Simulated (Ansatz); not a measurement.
# Al2Cu (I4/mmm) in Ansatz: a series of runs

The runs below take Al2Cu through band structure, with PBEsol.

Everything below comes from runs of Ansatz 0.2.0. Logs are shortened: lines on timing, memory, paths and dates and some standing lists are left out, and cuts for length are marked.

## 1. The crystal as given

The structure is tetragonal, space group I4/mmm (No. 139). Conventional cell: a = 4.061 Å, b = 4.061 Å, c = 5.702 Å, α = 90.00°, β = 90.00°, γ = 90.00°. Cu (site symmetry 4/mmm) has 8 Al at 2.48 Å as nearest neighbours. Al (site symmetry -4m2) has 4 Cu at 2.48 Å and 2 Al at 2.85 Å as nearest neighbours.

The cell comes from a database or a generator and needn't be the stable form of this composition.

## 2. Band structure, PBEsol

input.yaml reads:

```yaml
crystal:
  lattice:
    - [-2.0303375, 2.0303375, 2.851094]
    - [2.0303375, -2.0303375, 2.851094]
    - [2.0303375, 2.0303375, -2.851094]
  atoms:
    - { symbol: Cu, position: [0.5, 0.5, 0.0] }
    - { symbol: Al, position: [0.25, 0.75, 0.5] }
    - { symbol: Al, position: [0.75, 0.25, 0.5] }
hamiltonian:
  xc: pbesol
  pseudopotentials: { kind: paw }
kpoints:
  mp_grid: { grid: [9, 9, 9] }
  band_path:
    path:
      - [[0.0, 0.0, 0.0], [0.0, 0.0, 0.5], [-0.2535615536, 0.2535615536, 0.5], [-0.3767807768, 0.3767807768, 0.3767807768], [0.0, 0.0, 0.0], [0.5, 0.5, -0.5], [0.3767807768, 0.6232192232, -0.3767807768], [0.0, 0.5, 0.0], [0.25, 0.25, 0.25], [0.5, 0.5, -0.2535615536], [0.5, 0.5, -0.5]]
      - [[0.0, 0.0, 0.5], [0.25, 0.25, 0.25]]
    npoints: 14
scf:
  occupations: { method: fermi_dirac, width: 0.05 }
  n_extra_bands: 7
output:
  forces: true
  stress: true
  eigenvalues: true
  fatbands: true
  write_density: true
  write_potential: true
  elf: true
  volumetric_format: npy
```

Potentials or basis: Ansatz PAW.

Run with:

```sh
$ ansatz run input.yaml --threads 2 --pin off --max-ram 5632MiB --backend cpu --events-out ev --progress --plain --runs-dir out
```

What it wrote:

```text
Warning: RAYON_NUM_THREADS=2 ignored (pool sized by the plan → 2); use --threads N
scf.n_extra_bands = 7 over 13 filled bands (N_el = 25.0): the run solves 20 bands
Engine: ansatz 0.2.0, aarch64-unknown-linux-gnu
Pseudopotentials: kind: paw
Pseudopotential: Cu, paw, valence charge 19, recommended cutoff 420 eV (normal), Cu.paw.azcp
Pseudopotential: Al, paw, valence charge 3, recommended cutoff 420 eV (normal), Al.paw.azcp
Functional definition: PBEsol
  exchange = pbesol_x
  correlation = pbesol_c
Crystal: 3 atoms, lattice volume = 47.012 Å³
Basis set: ecut = 420 eV, 925 PW (Γ), exchange–correlation on 60×60×60 points (8 copies of the dense FFT grid, shifted against one another)
Bands: 20, of which v1, the nominal top of the filled ones, is band 13 counted from 1 (12 counted from 0)
Symmetry: 16 space group operations
Space group: I4/mmm (ITA 139), of the structure as read, at distance tolerance 3.6e-5 Å
k-points: 75 of 729
Non-local potential: Cu, projectors of the file, l = 0: 3, l = 1: 2, l = 2: 3, l = 3: 1
Non-local potential: Al, projectors of the file, l = 0: 2, l = 1: 2, l = 2: 1
PAW form: soft (Blöchl's): semilocal exchange-correlation on the pseudo side does not see the compensation charge
PAW frozen core: Cu, regenerated for the run's functional, and the local potential with it (the file was generated under x = pbe(κ = 0.804, μ = 0.2195149727645171), c = pbe(β = 0.06672455060314922))
PAW frozen core: Al, regenerated for the run's functional, and the local potential with it (the file was generated under x = pbe(κ = 0.804, μ = 0.2195149727645171), c = pbe(β = 0.06672455060314922))
PAW one-centre angular grid: Cu, 590 points (default); XC on 64 Gauss nodes
PAW one-centre angular grid: Al, 110 points (default); XC on 64 Gauss nodes
Initial density: superposition of atomic densities (neutral atoms: chi_scale 0, normalization atom), corrected by the library's trained network
Initial wavefunctions: pseudopotential atomic-orbital guess
Functional: x = pbesol(κ = 0.804, μ = 0.12345679012345678), c = pbesol(β = 0.046)
SCF iter   1: F=—  HF=-7638.411503 eV  |F-HF|=—  |Δ(HF+E_count)|=         —  Δρ=8.54e-3  dr2=1.88e-2  ethr=1.77e-3  ⟨swp⟩=5.4  Hψ=7485  notcnv=0  defer=3
preconditioner: auto → Kerker (q_TF=auto, 2.456 Å⁻¹)  [metal: Δε(μ)=0.017 eV  Ē_g=10.375 eV  σ=0.050 eV  W_gap=0.08  n_scr=14 (ndim 8)  ℏωp=22.3 eV  f_vac=0.002  D(μ)=1.73/eV (n_scr^D=14)]
SCF iter   2: F=—  HF=-7638.408057 eV  |F-HF|=—  |Δ(HF+E_count)|=   3.45e-3  Δρ=1.17e-3  dr2=7.08e-4  ethr=7.53e-5  ⟨swp⟩=2.0  Hψ=3013  notcnv=0  defer=125
SCF iter   3: F=—  HF=-7638.408019 eV  |F-HF|=—  |Δ(HF+E_count)|=   3.82e-5  Δρ=1.04e-3  dr2=5.02e-4  ethr=2.83e-6  ⟨swp⟩=2.2  Hψ=1690  notcnv=0  defer=125
SCF iter   4: F=—  HF=-7638.408066 eV  |F-HF|=—  |Δ(HF+E_count)|=   4.69e-5  Δρ=4.85e-4  dr2=1.30e-4  ethr=2.01e-6  ⟨swp⟩=1.0  Hψ=1353  notcnv=0  defer=125
SCF iter   5: F=—  HF=-7638.408083 eV  |F-HF|=—  |Δ(HF+E_count)|=   1.73e-5  Δρ=1.14e-4  dr2=8.16e-6  ethr=5.22e-7  ⟨swp⟩=1.0  Hψ=1353  notcnv=0  defer=125
SCF iter   6: F=—  HF=-7638.408070 eV  |F-HF|=—  |Δ(HF+E_count)|=   1.31e-5  Δρ=3.07e-5  dr2=5.94e-7  ethr=3.26e-8  ⟨swp⟩=2.1  Hψ=1973  notcnv=0  defer=125
SCF iter   7: F=-7638.408070 eV  HF=-7638.408070 eV  |F-HF|=2.25e-8  |Δ(HF+E_count)|=   1.66e-7  Δρ=4.99e-6  dr2=1.50e-8  ethr=4.00e-10  ⟨swp⟩=11.1  Hψ=9469  notcnv=0
SCF 1 converged in 7 iterations: F = -7638.408070 eV  dr2 = 1.50e-8
NSCF: frozen V_eff on 156 k-points
SCF converged after 7 iterations
Free energy (F): -7638.408070 eV
Harris-Foulkes:  -7638.408070 eV  (|F-HF|=2.25e-8)
Internal energy: -7638.395058 eV  (E = F + TS)
E sigma→0 (E₀):  -7638.401564 eV
Entropy (-TS):   -0.013012 eV (-4.337 meV/atom)
Fermi energy:    9.325798 eV
--- Per-component energies (eV) ---
  E_band       = -491.427824
  E_kinetic    = 346.857388
  E_local      = -5883.445715  (includes V_loc(G=0)·N_el)
  E_nonlocal   = 403.658305
  E_hartree    = 2630.641074
  E_xc         = -169.307235
  E_vxc        = -175.711639  (∫ρ·V_xc dr)
  E_paw        = -2528.881756  (= ΣΔE_a)
  E_vpaw       = -444.078118  (= ΣTr[D̂ρ^β])
  E_aug_tail   = 0.000238  (compensation charges beyond the density's cutoff)
  E_ewald      = -2438.161835
  E_core_change = 0.244480  (= ΣΔE_core)
  E_smearing   = -0.013012  (= −TS)
  E_closure    = 0.000000  (closes the sum)
  Σ components = -7638.408070   (vs F -7638.408070, Δ=0.00e0)
--- Forces (eV/Å), atoms counted from 1 ---
  atom   1  Cu    -0.00000000     0.00000000     0.00000000
  atom   2  Al     0.00000000    -0.00000000     0.00000000
  atom   3  Al     0.00000000    -0.00000000     0.00000000
  max |Σ_I F_I| component: 4.51e-17 eV/Å
--- Stress (GPa, compression-positive) ---
       -0.149025       0.000000       0.000000
        0.000000      -0.149025      -0.000000
       -0.000000       0.000000       0.020889
  P = ⅓ Tr σ = -0.0924 GPa (-0.924 kbar)
--- Band table (eV; the first three rows and the last of 75) ---
  k-point 0: bands = ["-104.2227", "-61.7213", "-61.7213", "-61.7201", "-0.9562", "4.7539", "4.7597", "4.7597", "5.3317", "5.3414", "12.2073", "12.2073", "12.2594", "12.2825", "12.3610", "12.3610", "13.7106", "16.2820", "16.2820", "16.5131"]
  k-point 1: bands = ["-104.2227", "-61.7213", "-61.7213", "-61.7201", "-0.7346", "4.6934", "4.7884", "4.7951", "5.2929", "5.3582", "10.5018", "10.5608", "11.3681", "11.5276", "13.9128", "14.2870", "14.3672", "14.9572", "16.5527", "16.7741"]
  k-point 2: bands = ["-104.2227", "-61.7214", "-61.7213", "-61.7201", "-0.0746", "4.5240", "4.8948", "4.9037", "5.1699", "5.4062", "9.0905", "9.1455", "9.3846", "10.6421", "12.1644", "16.3599", "16.5151", "17.0395", "17.3292", "17.5936"]
  k-point 74: bands = ["-104.2227", "-61.7214", "-61.7214", "-61.7202", "3.2942", "3.5362", "4.1025", "5.2620", "5.3275", "5.4612", "5.4820", "6.7602", "7.4569", "10.1029", "11.4629", "17.4525", "19.5267", "19.8021", "19.8074", "21.1617"]
```

Run time: 4 s. Hardware: 2 threads of Arm Neoverse V2, shared host; peak memory 0.36 GiB.

Results:

- Free energy: -7638.4081 eV
- Pressure: -0.1 GPa
- Band gap on the k mesh: none (metal or under the smearing width)

Levels at the corners of the path, in eV from the Fermi level:
```tsv
point	band 11	band 12	band 13	band 14	band 15	band 16
Γ	2.88	2.88	2.93	2.96	3.04	3.04
X	-3.73	-1.99	-1.94	0.47	1.54	9.03
Y	-3.57	-3.56	-2.43	4.06	4.30	5.03
S	-3.77	-3.15	-1.35	1.21	4.32	6.63
Γ	2.88	2.88	2.93	2.96	3.04	3.04
Z	-3.71	-2.01	-2.01	0.39	1.50	9.04
S1	-3.77	-3.15	-1.35	1.21	4.32	6.63
N	-3.92	0.59	0.65	2.97	3.01	3.87
P	-3.57	-3.57	-2.42	4.26	4.26	5.13
Y1	-3.57	-3.56	-2.43	4.06	4.30	5.03
Z	-3.71	-2.01	-2.01	0.39	1.50	9.04
X	-3.73	-1.99	-1.94	0.47	1.54	9.03
P	-3.57	-3.57	-2.42	4.26	4.26	5.13
```

Caveat: the PAW data sets come from PBE, with cores solved anew for the run's functional, which leaves a small shift of forces and pressure.

## 3. Band structure, PBEsol

input.yaml: that of step 2 with these lines changed.

```diff
@@ -11,3 +11,3 @@
   xc: pbesol
-  pseudopotentials: { kind: paw }
+  pseudopotentials: { kind: paw, source: jth, xc_functional: pbe }
 kpoints:
@@ -26,6 +26,2 @@
   eigenvalues: true
-  fatbands: true
-  write_density: true
-  write_potential: true
-  elf: true
-  volumetric_format: npy
+  fatbands: false
```

Potentials or basis: JTH PAW.

Run with:

```sh
$ ansatz run input.yaml --threads 2 --pin off --max-ram 5632MiB --backend cpu --events-out ev --progress --plain --runs-dir out
```

Wall time 14 s (2 threads of Arm Neoverse V2, shared host); peak memory 0.68 GiB.

Results (log left out):

```yaml
Free_energy: -7637.6287 eV
Pressure: -0.2 GPa
Band_gap_on_the_k_mesh: none (metal or under the smearing width)
```

Stress tensor (GPa, compression positive):
```
-0.23  0.00  0.00
 0.00 -0.23  0.00
 0.00  0.00 -0.06
```

Levels at the corners of the path, in eV from the Fermi level:
```csv
point,band 11,band 12,band 13,band 14,band 15,band 16
Γ,2.89,2.89,2.94,2.96,3.04,3.04
X,-3.72,-2.00,-1.95,0.47,1.55,9.09
Y,-3.56,-3.56,-2.43,4.07,4.31,5.04
S,-3.76,-3.14,-1.36,1.21,4.33,6.65
Γ,2.89,2.89,2.94,2.96,3.04,3.04
Z,-3.70,-2.02,-2.02,0.39,1.51,9.10
S1,-3.76,-3.14,-1.36,1.21,4.33,6.65
N,-3.91,0.59,0.65,2.98,3.01,3.89
P,-3.57,-3.57,-2.42,4.27,4.27,5.14
Y1,-3.56,-3.56,-2.43,4.07,4.31,5.04
Z,-3.70,-2.02,-2.02,0.39,1.51,9.10
X,-3.72,-2.00,-1.95,0.47,1.55,9.09
P,-3.57,-3.57,-2.42,4.27,4.27,5.14
```
